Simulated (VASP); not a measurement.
# CaB2 (P6/mmm) in VASP: a series of runs, part 2 of 2

VASP 6.6.1. The steps go on from the part before.

### 4 Single point, PBE0(alpha)

File POSCAR:

```
CaB2
1.0
    3.2264302843      0.0000000000      0.0000000000
   -1.6132151421      2.7941705897      0.0000000000
    0.0000000000      0.0000000000      4.0673920000
Ca B
1 2
Direct
    0.0000000000      0.0000000000      0.0000000000
    0.6666666667      0.3333333333      0.5000000000
    0.3333333333      0.6666666667      0.5000000000
```

File INCAR.step1:

```
  ALGO = Normal
  EDIFF = 1E-5
  ENCUT = 520
  GGA = PE
  ISIF = 2
  ISMEAR = -1
  LASPH = T
  LREAL = F
  LWAVE = T
  NELM = 60
  PREC = Accurate
  SIGMA = 0.05
```

File INCAR.step2:

```
  AEXX = 0.4
  ALGO = Normal
  EDIFF = 1E-6
  ENCUT = 520
  GGA = PE
  HFRCUT = -1
  ISIF = 2
  ISMEAR = -1
  ISTART = 1
  LASPH = T
  LCHARG = F
  LHFCALC = T
  LREAL = F
  LWAVE = F
  NELM = 60
  PREC = Accurate
  PRECFOCK = Fast
  SIGMA = 0.05
```

File KPOINTS:

```
k-points
0
Gamma
  5 5 4
```

Potentials or basis: VASP PAW PBE potentials, release 64 (Ca_sv, B).

On the command line:

```bash
> cat potpaw_PBE.64/Ca_sv/POTCAR potpaw_PBE.64/B/POTCAR > POTCAR
> cp INCAR.step1 INCAR
> mpirun -np 1 vasp_std > vasp.out
> cp INCAR.step2 INCAR
> mpirun -np 1 vasp_std > vasp.out
```

OUTCAR:

```text
AEXX = 0.4
   EDIFF = 1E-6
   ENCUT = 520
   GGA = PE
   ISIF = 2
   ISMEAR = -1
   ISTART = 1
   LASPH = T
   LHFCALC = T
   LREAL = F
   NELM = 60
   PREC = Accurate
   PRECFOCK = Fast

 ion  position               nearest neighbor table
   1  0.000  0.000  0.000-
   2  0.667  0.333  0.500-   3 1.86   3 1.86   3 1.86
   3  0.333  0.667  0.500-   2 1.86   2 1.86   2 1.86

  LATTYP: Found a hexagonal cell.
 ALAT       =     3.2264302843
 C/A-ratio  =     1.2606477257

  Lattice vectors:

 A1 = (   3.2264302843,   0.0000000000,   0.0000000000)
 A2 = (  -1.6132151421,   2.7941705897,   0.0000000000)
 A3 = (   0.0000000000,   0.0000000000,   4.0673920000)

Analysis of symmetry for initial positions (statically):
=====================================================================
 Subroutine PRICEL returns:
 Original cell was already a primitive cell.

 Routine SETGRP: Setting up the symmetry group for a
 hexagonal supercell.

 Subroutine GETGRP returns: Found 24 space group operations
 (whereof 24 operations were pure point group operations)
 out of a pool of 24 trial point group operations.

The static configuration has the point symmetry D_6h.

Analysis of symmetry for dynamics (positions and initial velocities):
=====================================================================
 Subroutine PRICEL returns:
 Original cell was already a primitive cell.

 Routine SETGRP: Setting up the symmetry group for a
 hexagonal supercell.

 Subroutine GETGRP returns: Found 24 space group operations
 (whereof 24 operations were pure point group operations)
 out of a pool of 24 trial point group operations.

The dynamic configuration has the point symmetry D_6h.

 Subroutine INISYM returns: Found 24 space group operations
[... 123 lines left out ...]
   HFSCREENC=   0.0000 screening length for correlation (either q_TF or 0.3 A-1)
   ENCUTFOCK=  -1.0 apply spherical cutoff to Coloumb kernel
   IVDW    =     0    specifies the selected vdW correction
   LEPSILON=     F    determine dielectric tensor
   LRPA    =     F    only Hartree local field effects (RPA)
 non-spin polarized calculation
  energy-cutoff  :      520.00
  volume of cell :       36.67
 maximum number of plane-waves:      1000
 NGX is ok and might be reduce to    24
  NGX = 14; NGY = 14; NGZ = 18

 number of electron      16.0000004 magnetization

 Free energy of the ion-electron system (eV)
  ---------------------------------------------------
  ext. energy  EPLUGINS =         0.00000000
  ---------------------------------------------------
  free energy    TOTEN  =       -18.80624845 eV

  energy without entropy =      -18.80624306  energy(sigma->0) =      -18.80624576

 E-fermi :   4.8376     XC(G=0):  -7.1397

 val. band max:        4.3884595849   @ k =   0.0000   0.0000   0.0000
 cond. band min:       5.3330105977   @ k =   0.0000   0.0000   0.2500
 fundamental gap:      0.9445510128
 Fermi energy:         4.8375725903

 k-point     1 :       0.0000    0.0000    0.0000
  band No.  band energies     occupation
      1     -41.5610      2.00000
      2     -20.1923      2.00000
      3     -19.9680      2.00000
      4     -19.9680      2.00000
      5      -9.1162      2.00000
      6       1.3710      2.00000
      7       4.3885      1.99975
      8       4.3885      1.99975
      9       6.1600      0.00000
     10      12.3440      0.00000
     11      12.3440      0.00000
     12      13.3007      0.00000
[... 196 lines left out ...]
 k-point    15 :       0.4000    0.2000    0.5000
  band No.  band energies     occupation
      1     -41.4286      2.00000
      2     -20.6675      2.00000
      3     -20.3153      2.00000
      4     -20.1013      2.00000
      5      -4.9359      2.00000
      6      -3.2873      2.00000
      7       0.0145      2.00000
      8       2.9941      2.00000
      9       3.9577      2.00000
     10      12.4774      0.00000
     11      13.4800      0.00000
     12      14.0052      0.00000

------------------------ aborting loop because EDIFF is reached ----------------------------------------

  FORCE on cell =-STRESS in cart. coord.  units (eV):
  Direction    XX          YY          ZZ          XY          YZ          ZX
  --------------------------------------------------------------------------------------
  -------------------------------------------------------------------------------------
  Total       -0.2549599     -0.2549599     -0.3759759     -0.0000000      0.0000000      0.0000000
  in kB      -11.1401553    -11.1401553    -16.4277993     -0.0000000      0.0000000      0.0000000
  external PRESSURE =     -12.9027033 kB  Pullay stress =       0.0000000 kB

 VOLUME and BASIS-vectors are now :
 -----------------------------------------------------------------------------
  energy-cutoff  :      520.00
  volume of cell :       36.67
      direct lattice vectors                 reciprocal lattice vectors
     3.226430284  0.000000000  0.000000000     0.309940061  0.178943978  0.000000000
    -1.613215142  2.794170590  0.000000000     0.000000000  0.357887956  0.000000000
     0.000000000  0.000000000  4.067392000     0.000000000  0.000000000  0.245857788

 POSITION                                       TOTAL-FORCE (eV/Angst)
 -----------------------------------------------------------------------------------
      0.00000      0.00000      0.00000         0.000000      0.000000      0.000000
      1.61322      0.93139      2.03370        -0.000000      0.000000      0.000000
     -0.00000      1.86278      2.03370         0.000000     -0.000000      0.000000
 -----------------------------------------------------------------------------------
    total drift:                               -0.000000     -0.000000      0.000000

  FREE ENERGIE OF THE ION-ELECTRON SYSTEM (eV)
  ---------------------------------------------------
  free  energy   TOTEN  =       -18.8062484527 eV

  energy  without entropy=      -18.8062430582  energy(sigma->0) =      -18.80624576
```

OSZICAR.step1:

```text
N       E                     dE             d eps       ncg     rms          rms(c)
DAV:   1     0.966446743664E+02    0.96645E+02   -0.80006E+03   360   0.129E+03
DAV:   2    -0.125229171690E+02   -0.10917E+03   -0.10432E+03   392   0.306E+02
DAV:   3    -0.165052450800E+02   -0.39823E+01   -0.38727E+01   476   0.534E+01
DAV:   4    -0.167228699763E+02   -0.21762E+00   -0.21735E+00   584   0.115E+01
DAV:   5    -0.167251271738E+02   -0.22572E-02   -0.22571E-02   468   0.134E+00    0.557E+00
DAV:   6    -0.158209116811E+02    0.90422E+00   -0.14329E+00   456   0.762E+00    0.255E+00
DAV:   7    -0.157409451829E+02    0.79966E-01   -0.37267E-01   528   0.378E+00    0.868E-01
DAV:   8    -0.157391542676E+02    0.17909E-02   -0.31950E-02   488   0.191E+00    0.154E-01
DAV:   9    -0.157395009543E+02   -0.34669E-03   -0.11317E-03   576   0.311E-01    0.629E-02
DAV:  10    -0.157395502367E+02   -0.49282E-04   -0.31329E-04   460   0.191E-01    0.255E-02
DAV:  11    -0.157395557911E+02   -0.55544E-05   -0.24724E-05   440   0.636E-02
   1 F= -.15739556E+02 E0= -.15736169E+02  d E =-.677438E-02
```

It took 3.4 min on 1 thread of Intel Xeon Platinum 8488C (Sapphire Rapids), shared host; peak memory 0.14 GiB.

What came out:

```yaml
Free_energy: -18.8062 eV
Pressure: -1.3 GPa
Band_gap_on_the_k_mesh: none (metal or under the smearing width)
```

Stress tensor (GPa, compression positive):
```
-1.11  0.00  0.00
 0.00 -1.11  0.00
 0.00  0.00 -1.64
```

Levels at points of the mesh, in eV from the Fermi level:
```
           k point  band 5  band 6  band 7  band 8  band 9  band 10  band 11  band 12
(0.00, 0.00, 0.00)  -13.95   -3.47   -0.45   -0.45    1.32     7.51     7.51     8.46
(0.00, 0.00, 0.50)  -12.74   -7.05    1.05    1.05    5.21     5.81     5.95     5.98
```

Caveat: the k mesh is coarse (spacing up to 0.45 Å⁻¹), so the values aren't converged, least of all with exact exchange; the PAW data sets were made with another functional, which shifts forces and pressure a little.

### 5 Single point, PBE0(alpha)

POSCAR is that of step 4.

INCAR.step1 is that of step 4.

INCAR.step2, as its differences from that of step 4:

```diff
@@ -1,2 +1,2 @@
-  AEXX = 0.4
+  AEXX = 0.5
   ALGO = Normal
```

KPOINTS is that of step 4.

On the command line:

```bash
> cat potpaw_PBE.64/Ca_sv/POTCAR potpaw_PBE.64/B/POTCAR > POTCAR
> cp INCAR.step1 INCAR
> mpirun -np 1 vasp_std > vasp.out
> cp INCAR.step2 INCAR
> mpirun -np 1 vasp_std > vasp.out
```

Run time: 3.6 min. Hardware: 1 thread of Intel Xeon Platinum 8488C (Sapphire Rapids), shared host; peak memory 0.15 GiB.

Results (log left out):

| Quantity | Value |
| --- | --- |
| Free energy | -19.6150 eV |
| Pressure | -1.6 GPa |
| Band gap on the k mesh | none (metal or under the smearing width) |

Levels at points of the mesh, in eV from the Fermi level:
```csv
k point,band 4,band 5,band 6,band 7,band 8,band 9,band 10,band 11,band 12
"(0.00, 0.00, 0.00)",-25.69,-14.71,-3.76,-0.54,-0.54,1.71,8.19,8.19,9.19
"(0.00, 0.00, 0.50)",-25.68,-13.46,-7.50,1.18,1.18,5.81,6.35,6.56,6.61
```

Caveat: the k mesh is coarse (spacing up to 0.45 Å⁻¹), so the values aren't converged, least of all with exact exchange; the PAW data sets were made with another functional, which shifts forces and pressure a little.

### 6 The runs side by side

```tsv
share of exact exchange	gap on the mesh (eV)	pressure (GPa)
0.25	none	-0.8
0.3	none	-1.0
0.4	none	-1.3
0.5	none	-1.6
```

Alike in all rows: task single point; level PBE0(alpha); potentials or basis VASP PAW PBE potentials, release 64 (Ca_sv, B); no spin polarisation; cell as given; k mesh 5 × 5 × 4; cutoff (eV) 520; smearing fermi-dirac 0.05 eV; the mesh is coarse, so values aren't converged.

Caveats: all runs use coarse meshes; the PAW data sets were made with another functional, which shifts forces and pressure a little.

Total energies depend on the potentials used, so only differences within one code and one set of settings carry meaning.
